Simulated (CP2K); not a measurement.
# ZrH2 under changes of volume

One of the cells (9.323 Å³/atom); the others are scaled copies at fixed shape and fractional positions:

```
Zr H
1.0
     3.40716    0.00000    0.00000
     1.70358    2.95069    0.00000
     1.70358    0.98356    2.78193
Zr H
1 2
Direct
  0.00000 0.00000 0.00000
  0.25000 0.25000 0.25000
  0.75000 0.75000 0.75000
```

The cell is a database's computed one.

```yaml
Program: CP2K 2026.2
Functional: PBEsol
Potentials_or_basis: POTENTIAL_UZH Zr GTH-PBE-q12, H GTH-PBE-q1; TZVP-MOLOPT-PBE-GTH basis
Density_cutoff: 7483 eV
k_mesh: 10 × 10 × 10
Occupations: fermi-dirac, width 0.05 eV
Spin: no spin polarisation
```

```csv
volume (Å³/atom),energy over the lowest point (meV/atom),pressure (GPa)
8.763,?,?
8.950,1.17,2.6
9.136,0.00,-0.4
9.323,2.17,-3.2
9.509,7.35,-5.6
9.696,15.25,-7.8
9.882,25.62,-9.9
```

**Question.** What does the run at 8.763 Å³/atom give?

**Answer.** Energy over the lowest point 6.03 meV/atom; pressure 5.9 GPa.

Worked out: A Birch-Murnaghan fit of order 3 (a polynomial in V^(-2/3)) to the other rows has its minimum at 9.11 Å³/atom with B0 = V·E''(V) = 142 GPa and B' = 3.9. It gives 6.03 meV/atom at 8.763 Å³/atom, against the run's 6.03, and -dE/dV = 5.9 GPa, against 5.9.

Energies are extrapolated to zero smearing.

Caveats: the potentials were made for another functional, which shifts forces and pressure; the basis of atomic orbitals isn't converged, which shifts pressures, moduli and gaps.
